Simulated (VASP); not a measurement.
Ag:

```
Ag
1.0
    -1.65565    1.65565    1.65565
     1.65565   -1.65565    1.65565
     1.65565    1.65565   -1.65565
Ag
1
Direct
  0.00000 0.00000 0.00000
```

This isn't the form of Ag at room conditions, which is fcc.

| Property | Result |
| --- | --- |
| Program | VASP 6.6.1 |
| Task | relaxation of cell and atoms |
| Functional | SCAN |
| Potentials or basis | VASP PAW PBE potentials, release 64 (Ag) |
| Cutoff | 600 eV |
| k mesh | 11 × 11 × 11 |
| Occupations | methfessel-paxton, width 0.1 eV |
| Spin | no spin polarisation |

At the start: pressure -5.4 GPa; volume 18.15 Å³/atom.

**Question.** How do energy, volume and symmetry change on relaxing?

**Answer.** Over 4 steps the energy falls by 17.1 meV/atom and the volume is 17.14 Å³/atom (-5.6 %); space group Im-3m (No. 229, to 0.05 Å).

Step by step:
```
step  energy change (eV)  largest force (eV/Å)  pressure (GPa)  volume (Å³)
   1              0.0000                0.0000           -5.43        18.15
   2             -0.0097                0.0000            4.16        16.58
   3             -0.0171                0.0000           -0.28        17.18
   4             -0.0171                0.0000           -0.02        17.14
```

Final structure:
```cif
data_structure
_symmetry_space_group_name_H-M 'P 1'
_symmetry_Int_Tables_number 1
_cell_length_a 2.8135
_cell_length_b 2.8135
_cell_length_c 2.8135
_cell_angle_alpha 109.471
_cell_angle_beta 109.471
_cell_angle_gamma 109.471
_cell_volume 17.14
loop_
_atom_site_label
_atom_site_type_symbol
_atom_site_fract_x
_atom_site_fract_y
_atom_site_fract_z
_atom_site_occupancy
Ag1 Ag 0.00000 0.00000 0.00000 1
```

Caveat: the PAW data sets were made with another functional, which shifts forces and pressure a little.
